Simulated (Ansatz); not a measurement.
**From HSE06 to G0W0: PbI2 (P-3m1)**

Aim: the quasiparticle gap of PbI2 (P-3m1), starting from HSE06.

Method: HSE06, then G0W0 on it, plane waves, PAW, in Ansatz 0.2.0.

## Step 1: The structure

It takes space group P-3m1 (No. 164, trigonal). The conventional cell has a = 4.555 Å, b = 4.555 Å, c = 6.977 Å, α = 90.00°, β = 90.00°, γ = 120.00°. Nearest to Pb lie 6 I at 3.21 Å. Nearest to I lie 3 Pb at 3.21 Å. Farther neighbours and most contacts between anions are not listed.

The cell and positions come from the Crystallography Open Database and are kept as given unless a step says otherwise. Spin-orbit coupling is left out unless a step names it. The default PAW set here is soft_2. Its files were made with PBE.

## Step 2: The starting point: HSE06

HSE06 mixes in a quarter of exact exchange at short range.

This step: DFT, HSE06, plane waves, PAW.

input.yaml

```yaml
crystal:
  lattice:
    - [4.555, 0.0, 0.0]
    - [-2.2775, 3.9447457142, 0.0]
    - [0.0, 0.0, 6.977]
  atoms:
    - { symbol: Pb, position: [0.0, 0.0, 0.0] }
    - { symbol: I, position: [0.3333333333, 0.6666666667, 0.265] }
    - { symbol: I, position: [0.6666666667, 0.3333333333, 0.735] }
kpoints:
  mp_grid: { grid: [6, 6, 2] }
  band_path:
    path:
      - [0.0, 0.0, 0.0]
      - [0.5, 0.0, 0.0]
      - [0.33333333, 0.33333333, 0.0]
      - [0.0, 0.0, 0.5]
      - [0.5, 0.0, 0.5]
      - [0.33333333, 0.33333333, 0.5]
    npoints: 1
hamiltonian:
  xc: hse06
scf:
  occupations: { method: fixed }
  n_extra_bands: 5
output:
  eigenvalues: true
```

Run with:

```console
$ ansatz run input.yaml --threads 3 --pin off --max-ram 92160MiB --backend cuda --events-out ev --progress --plain --runs-dir out --devices 1 --max-vram 13GiB  # rebuilt from the run's record
```

Numbers of over 12 decimals in the logs are rounded to 6 here.

What it wrote:

```text
scf.n_extra_bands = 5 over 24 filled bands (N_el = 48.0): the run solves 29 bands
GPUs: using 1 of 1 available (devices: 1).
Engine: ansatz 0.2.0, x86_64-unknown-linux-gnu
Pseudopotentials: kind: paw
Pseudopotential: Pb, paw, valence charge 14, recommended cutoff 420 eV (normal), Pb.paw.azcp
Pseudopotential: I, paw, valence charge 17, recommended cutoff 420 eV (normal), I.paw.azcp
Functional definition: HSE06
  parameter a = 0.25
  parameter omega = 0.11/bohr
  exchange = pbe_x - a*pbe_x_sr(omega) + a*exact_x_sr(omega)
  correlation = pbe_c
davidson cushion auto → on  (no smearing: the cushion is to keep the highest requested band from converging to the state above it; pin scf.eigensolver.cushion to override)
device memory: the entry about to start is reckoned to put 1.0 GiB on a device that reports 43.4 GiB free (of which the cap on the GPU budget leaves the run 13.0 GiB)
GPU FFT provider: cuFFT
GPU libraries: cuBLAS 13.8.2, cuFFT 12.4.0, cuSOLVER 12.3.4
Crystal: 3 atoms, lattice volume = 125.365 Å³
Basis set: ecut = 420 eV, 2453 PW (Γ)
Bands: 29, of which v1, the nominal top of the filled ones, is band 24 counted from 1 (23 counted from 0)
Symmetry: 12 space group operations
Space group: P-3m1 (ITA 164), of the structure as read, at distance tolerance 5.0e-5 Å
k-points: 14 of 72
Non-local potential: Pb, projectors of the file, l = 0: 2, l = 1: 2, l = 2: 2, l = 3: 2
Non-local potential: I, projectors of the file, l = 0: 2, l = 1: 2, l = 2: 2, l = 3: 2
PAW form: soft (Blöchl's): semilocal exchange-correlation on the pseudo side does not see the compensation charge
PAW frozen core: Pb, regenerated for the run's functional, and the local potential with it (the file was generated under x = pbe(κ = 0.804, μ = 0.219515), c = pbe(β = 0.066725))
PAW frozen core: I, regenerated for the run's functional, and the local potential with it (the file was generated under x = pbe(κ = 0.804, μ = 0.219515), c = pbe(β = 0.066725))
PAW one-centre angular grid: Pb, 590 points (default); XC on 64 Gauss nodes
PAW one-centre angular grid: I, 590 points (default); XC on 96 Gauss nodes
Initial density: superposition of atomic densities (neutral atoms: chi_scale 0, normalization atom), corrected by the library's trained network
Initial wavefunctions: pseudopotential atomic-orbital guess
GPU buffer pool allocated for 49152 grid points (all kernels)
GPU transforms: local potential and band sums: pruned to the plane-wave sphere, on 30×32×48
Functional: x = pbe(κ = 0.804, μ = 0.219515), c = pbe(β = 0.066725), warm-up for x = pbe(κ = 0.804, μ = 0.219515) + 0.25 (exact − pbe) at short range (hse, ω = 0.207870 Å⁻¹), c = pbe(β = 0.066725); HSE06 as pw.x's `hse` composes it (authors' and Libxc's form: `xc: wpbeh`)
SCF iter   1: F=—  HF=-26934.180151 eV  |F-HF|=—  |Δ(HF+E_count)|=         —  Δρ=6.62e-4  dr2=5.07e-4  ethr=1.77e-3  ⟨swp⟩=2.0  Hψ=2687  notcnv=0
preconditioner: auto → none  [insulator: Δε(μ)=2.216 eV  Ē_g=13.447 eV  n_scr=22 (ndim 8)  ℏωp=17.5 eV  f_vac=0.121]
SCF iter   2: F=-26934.180540 eV  HF=-26934.180481 eV  |F-HF|=5.92e-5  |Δ(HF+E_count)|=   3.30e-4  Δρ=2.80e-4  dr2=1.34e-4  ethr=1.06e-6  ⟨swp⟩=6.2  Hψ=1462  notcnv=0  defer=12
SCF 1 stopped early in 2 iterations: F = -26934.180540 eV  dr2 = 1.34e-4
  greatest PAW one-centre occupation: 0.999 electrons in one spin orbital (limit 2), on the I atom at site 1 (counted from 0), in its partial waves of l = 2
device memory: the entry about to start is reckoned to put 1.4 GiB (of the 1.5 GiB reckoned in all, the device holds 0.1 GiB already) on a device that reports 43.3 GiB free (of which the cap on the GPU budget leaves the run 12.9 GiB)
GPU FFT provider: cuFFT
GPU libraries: cuBLAS 13.8.2, cuFFT 12.4.0, cuSOLVER 12.3.4
Initial density: handed on by an earlier stage of this run
Initial wavefunctions: those handed on with the density
GPU buffer pool allocated for 49152 grid points (all kernels)
GPU transforms: local potential and band sums: pruned to the plane-wave sphere, on 30×32×48
Functional: x = pbe(κ = 0.804, μ = 0.219515) + 0.25 (exact − pbe) at short range (hse, ω = 0.207870 Å⁻¹), c = pbe(β = 0.066725); HSE06 as pw.x's `hse` composes it (authors' and Libxc's form: `xc: wpbeh`)
Exchange kernel: α = 0.2500, screened, ω = 0.2079 Å⁻¹, Wigner–Seitz truncation, v(0) = 1036.5319 eV·Å³, q-mesh 6×6×2, nearest image of the exchange supercell L = 13.95 Å, pair-density grid 24×24×32, without the augmentation charges, whose exchange is taken in its separable form by FFT convolution over the k-point mesh (sized by the pseudopotential files, 27×27×48 at the most), smooth part of the exact exchange by density-matrix convolution in up to 4.28 GiB of GPU memory as planned if the GPU has room (build and FFT work areas not counted)
Frozen-core exchange: fock
SCF iter   1: F=—  HF=-26947.234125 eV  |F-HF|=—  |Δ(HF+E_count)|=         —  Δρ=3.85e-3  dr2=3.06e-2  ethr=2.80e-6  ⟨swp⟩=7.6  Hψ=1997  notcnv=0
preconditioner: auto → none  [insulator: Δε(μ)=2.937 eV  Ē_g=15.074 eV  n_scr=22 (ndim 8)  ℏωp=17.5 eV  f_vac=0.120]
SCF iter   2: F=—  HF=-26947.226784 eV  |F-HF|=—  |Δ(HF+E_count)|=   7.34e-3  Δρ=1.61e-3  dr2=9.69e-3  ethr=2.80e-6  ⟨swp⟩=5.0  Hψ=1532  notcnv=0
SCF iter   3: F=—  HF=-26947.225236 eV  |F-HF|=—  |Δ(HF+E_count)|=   1.55e-3  Δρ=6.56e-4  dr2=1.84e-3  ethr=2.80e-6  ⟨swp⟩=4.1  Hψ=1438  notcnv=0
SCF iter   4: F=—  HF=-26947.232182 eV  |F-HF|=—  |Δ(HF+E_count)|=   6.95e-3  Δρ=7.30e-4  dr2=8.48e-4  ethr=2.07e-6  ⟨swp⟩=4.0  Hψ=1264  notcnv=0
SCF iter   5: F=—  HF=-26947.231994 eV  |F-HF|=—  |Δ(HF+E_count)|=   1.88e-4  Δρ=3.40e-4  dr2=1.90e-4  ethr=1.70e-6  ⟨swp⟩=2.3  Hψ=900  notcnv=0
iter 6 solved again at ethr=1.44e-8 eV; its pass at ethr=3.24e-7 eV (dr2=6.91e-6 eV) is discarded
SCF iter   6: F=—  HF=-26947.231954 eV  |F-HF|=—  |Δ(HF+E_count)|=   3.97e-5  Δρ=7.48e-5  dr2=1.72e-5  ethr=1.44e-8  ⟨swp⟩=3.3  Hψ=2052  notcnv=0
SCF iter   7: F=—  HF=-26947.232059 eV  |F-HF|=—  |Δ(HF+E_count)|=   1.05e-4  Δρ=6.05e-5  dr2=9.67e-6  ethr=1.37e-8  ⟨swp⟩=4.1  Hψ=1484  notcnv=0
SCF iter   8: F=-26947.232056 eV  HF=-26947.232056 eV  |F-HF|=5.78e-8  |Δ(HF+E_count)|=   2.61e-6  Δρ=8.56e-6  dr2=3.14e-7  ethr=1.37e-8  ⟨swp⟩=4.0  Hψ=1097  notcnv=0
SCF 2 stopped early in 8 iterations: F = -26947.232056 eV  dr2 = 3.14e-7
hybrid outer 1: dexx = +7.733e-3 eV, tail = 2.45e-5 eV
GPU FFT provider: cuFFT
GPU libraries: cuBLAS 13.8.2, cuFFT 12.4.0, cuSOLVER 12.3.4
GPU buffer pool allocated for 49152 grid points (all kernels)
GPU transforms: local potential and band sums: pruned to the plane-wave sphere, on 30×32×48
Exchange kernel: α = 0.2500, screened, ω = 0.2079 Å⁻¹, Wigner–Seitz truncation, v(0) = 1036.5319 eV·Å³, q-mesh 6×6×2, nearest image of the exchange supercell L = 13.95 Å, pair-density grid 24×24×32, without the augmentation charges, whose exchange is taken in its separable form by FFT convolution over the k-point mesh (sized by the pseudopotential files, 27×27×48 at the most), smooth part of the exact exchange by density-matrix convolution in up to 4.28 GiB of GPU memory as planned if the GPU has room (build and FFT work areas not counted)
Frozen-core exchange: fock
SCF iter   1: F=—  HF=-26947.231812 eV  |F-HF|=—  |Δ(HF+E_count)|=         —  Δρ=2.93e-5  dr2=1.67e-6  ethr=2.55e-7  ⟨swp⟩=2.7  Hψ=909  notcnv=0
preconditioner: auto → none  [insulator: Δε(μ)=2.918 eV  Ē_g=15.071 eV  n_scr=22 (ndim 8)  ℏωp=17.5 eV  f_vac=0.123]
iter 2 solved again at ethr=1.23e-10 eV; its pass at ethr=3.10e-9 eV (dr2=5.89e-8 eV) is discarded
SCF iter   2: F=-26947.231812 eV  HF=-26947.231812 eV  |F-HF|=2.22e-9  |Δ(HF+E_count)|=   1.40e-7  Δρ=1.07e-5  dr2=9.18e-8  ethr=1.23e-10  ⟨swp⟩=3.0  Hψ=2394  notcnv=0
SCF 3 converged in 2 iterations: F = -26947.231812 eV  dr2 = 9.18e-8
hybrid outer 2: dexx = +2.711e-7 eV, tail = 2.68e-7 eV, Δε = 2.92e-3 eV (about 4.17e-4 eV left of the loop's levels)
device memory: the entry about to start is reckoned to put 0.6 GiB on a device that reports 37.3 GiB free (of which the cap on the GPU budget leaves the run 13.0 GiB)
NSCF: frozen V_eff on 6 k-points
hybrid SCF converged: 2 outer / 10 inner (+2 warm-up), last move |dexx| = 2.71e-7 eV, tail = 2.68e-7 eV
Stability not checked: this state was not tested for a lower state beside it, because the functional holds exact exchange (a hybrid, or Hartree-Fock), whose exchange loop this test does not read (fock_operator; see scf.lower_state_search)
Free energy (F): -26947.231812 eV
Frozen-core exchange: fock
Harris-Foulkes:  -26947.231812 eV  (|F-HF|=2.22e-9)
Internal energy: -26947.231812 eV  (E = F + TS)
E sigma→0 (E₀):  -26947.231812 eV
Fermi energy:    4.665567 eV
--- Per-component energies (eV) ---
  E_band       = -969.132366
  E_kinetic    = 663.222965
  E_local      = -5491.814811  (includes V_loc(G=0)·N_el)
  E_nonlocal   = 167.299311
  E_hartree    = 2672.105309
  E_xc         = -382.541473
  E_vxc        = -312.086659  (∫ρ·V_xc dr)
  E_exx        = -131.659050  (= α·E_x^exact, valence–valence)
  E_paw        = -20011.774582  (= ΣΔE_a)
  E_vpaw       = -1076.638403  (= ΣTr[D̂ρ^β])
  E_aug_tail   = 0.000035  (compensation charges beyond the density's cutoff)
  E_ewald      = -4431.685384
  E_core_change = -0.384130  (= ΣΔE_core)
  E_smearing   = -0.000000  (= −TS)
  E_closure    = -0.000000  (closes the sum)
  Σ components = -26947.231812   (vs F -26947.231812, Δ=3.64e-12)
--- Band table (eV; the first three rows and the last of 14) ---
  k-point 0: bands = [... 20 lower, 3.4620, 3.5404, 3.5404, 3.8094, 7.8138, 8.7406, 8.7406, 11.8942, ... 1 higher]
  k-point 1: bands = [... 20 lower, 3.3070, 3.7304, 3.7304, 4.6656, 7.5830, 8.5390, 8.5390, 11.8891, ... 1 higher]
  k-point 2: bands = [... 20 lower, 2.9768, 3.7495, 3.8741, 4.3979, 8.1939, 8.6497, 8.9179, 11.8361, ... 1 higher]
  k-point 13: bands = [... 20 lower, 1.6805, 3.7201, 3.7201, 4.5648, 8.7711, 8.7711, 9.6222, 12.5297, ... 1 higher]
```

It took 28 s on 1 × NVIDIA H100 80GB HBM3 (shared by 6 runs) with 3 threads of AMD EPYC 7R13 (Zen 3), shared host; peak memory 1.5 GiB.

This step gave:

- gap: 2.917 eV
- valence top at: A
- conduction bottom at: A
- least direct gap: 2.917 eV
- exact-exchange fraction: 0.25

Over mesh and listed points the gap is 2.917 eV, direct, at k = (0.000, 0.000, 0.500).

[end of part 1 of 2]

[Paths, hosts, dates, memory and timing lines, banners, echoed tables and standing remarks are left out of the program output.]

[Logs are printed without paths, hosts, clocks, repeated set-up lines and the standing remarks that a program may print on its own settings, such as how far it seeks lower states.]

[Runs of the session that timed out or met a known fault of the program may be left out.]

[Cells called generated may have been cut or substituted from an entry of the Crystallography Open Database or the Materials Project.]

[Hosts, paths, dates, database ids (printed as entryN), source tags and the programs' standing remarks are cut or masked in the printed files.]

[Where an RPA ε∞ is given, it is that of the G0W0 mesh and is not shown converged in it. Names of k-points follow the symmetry that the program found, which can be lower than the space group named. Band edges on a path are those of the sampled points; other points can move an edge, and change direct to indirect where valleys lie close.]

[Hybrid gaps are those of their k-mesh and are not shown converged in it.]
